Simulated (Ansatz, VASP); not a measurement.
# One calculation of SnO, two programs

The input INCAR:

```
ALGO = Normal ; EDIFF = 1E-7
ENCUT = 520 ; GGA = PE
ISIF = 2 ; ISMEAR = -1
LASPH = True ; LCHARG = False
LREAL = False ; LWAVE = False
NBANDS = 17 ; NELM = 80
PREC = Accurate ; SIGMA = 0.02
```

KPOINTS

```
k-points
0
Gamma
  6 6 6
```

The input POSCAR:

```
SnO
1.0
    3.1313621989      0.0000000000      0.0000000000
    0.0000000000      3.1313621989      0.0000000000
    0.0000000000      0.0000000000      3.1313621989
Sn O
1 1
Direct
    0.0000000000      0.0000000000      0.0000000000
    0.5000000000      0.5000000000      0.5000000000
```

Input for Ansatz:

```yaml
crystal:
  lattice:
    - [3.1313621989, 0.0, 0.0]
    - [0.0, 3.1313621989, 0.0]
    - [0.0, 0.0, 3.1313621989]
  atoms:
    - { symbol: Sn, position: [0.0, 0.0, 0.0] }
    - { symbol: O, position: [0.5, 0.5, 0.5] }
kpoints:
  mp_grid: { grid: [6, 6, 6] }
hamiltonian:
  xc: pbe
scf:
  occupations: { method: fermi_dirac, width: 0.02 }
  n_extra_bands: 4
output:
  forces: true
  stress: true
  eigenvalues: true
```

Alike in both runs: task single point; functional PBE; k mesh 6 × 6 × 6; occupations fermi-dirac, width 0.02 eV; no spin polarisation.

|  | VASP | Ansatz |
| --- | --- | --- |
| version | VASP 6.6.1 | Ansatz 0.2.0 |
| potentials or method | VASP PAW PBE potentials, release 64 (Sn_d, O) | plane waves, PAW |
| plane-wave cutoff (eV) | 520 | 420 |
| valence electrons in the cell | 20 | 20 |

```tsv
	VASP	Ansatz	Ansatz less VASP
pressure (GPa)	0.3	0.4	+0.01
```

Caveats: spin-orbit coupling is left out, which moves the levels of the heavy elements.
